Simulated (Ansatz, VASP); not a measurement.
BeTe in VASP and in Ansatz

```xyz
2
Lattice="0.0000 2.8029 2.8029 2.8029 0.0000 2.8029 2.8029 2.8029 0.0000" Properties=species:S:1:pos:R:3 pbc="T T T"
Be    0.0000    0.0000    0.0000
Te    1.4014    1.4014    1.4014
```

Alike in both runs: functional PBEsol; k mesh 8 × 8 × 8; occupations gaussian, width 0.02 eV; no spin polarisation.

Ansatz relaxed the structure, and its values are those at the end. VASP's run is a single point on that final structure, the one shown.

|  | VASP | Ansatz |
| --- | --- | --- |
| version | VASP 6.6.1 | Ansatz 0.2.0 |
| potentials or method | VASP PAW PBE potentials, release 64 (Be, Te) | scalar-relativistic, plane waves, PAW |
| plane-wave cutoff (eV) | 520 | 420 |
| valence electrons in the cell | 8 | 18 |

```csv
,VASP,Ansatz,Ansatz less VASP
gap on the k mesh at the Fermi level (eV),1.82,1.84,+0.018
least direct gap on the mesh (eV),3.59,3.61,+0.022
pressure (GPa),0.2,0.0,-0.25
```

The functional is the same, so the differences come from potentials, cutoffs and numerics. The two sets of potentials don't hold the same shells in valence.

Caveats: the PAW data sets were made with another functional, which shifts forces and pressure a little (VASP); spin-orbit coupling is left out, which moves the levels of the heavy elements. Expect the measured gap to be larger: semilocal functionals such as PBEsol lack the derivative discontinuity. A k mesh can miss the band edges.
